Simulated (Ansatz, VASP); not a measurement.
## HfB2 in VASP and in Ansatz

```
CELL_PARAMETERS angstrom
3.14000 0.00000 0.00000
-1.57000 2.71932 0.00000
0.00000 0.00000 3.41040
ATOMIC_POSITIONS crystal
Hf 0.00000 0.00000 0.00000
B 0.33333 0.66667 0.50000
B 0.66667 0.33333 0.50000
```

Change from the starting cell: zz strain of -2 %, crystal datasets.

Alike in both runs: task electric field gradients; functional PBEsol; k mesh 15 × 15 × 12; occupations fermi-dirac, width 0.03 eV; no spin polarisation.

|  | VASP | Ansatz |
| --- | --- | --- |
| version | VASP 6.6.1 | Ansatz 0.2.0 |
| potentials or method | VASP PAW PBE potentials, release 64 (Hf_pv, B), cutoff 520 eV | all-electron PAW with datasets made for the crystal, scalar-relativistic |

```csv
,VASP,Ansatz,Ansatz less VASP
pressure (GPa),0.4,0.5,+0.06
largest component of the traceless stress (GPa),3.81,3.62,-0.198
Vzz of the field gradient on the site that differs most (V/Å²),75.2,106.6,+31.42
```

Ansatz ran all-electron here, so the differences hold the error of VASP's frozen core and of both bases. Ansatz warned: «gradients_without_spin_orbit».

Caveats: the PAW data sets were made with another functional, which shifts forces and pressure a little (VASP). The runs have no spin-orbit coupling, so splittings on Hf are missing.
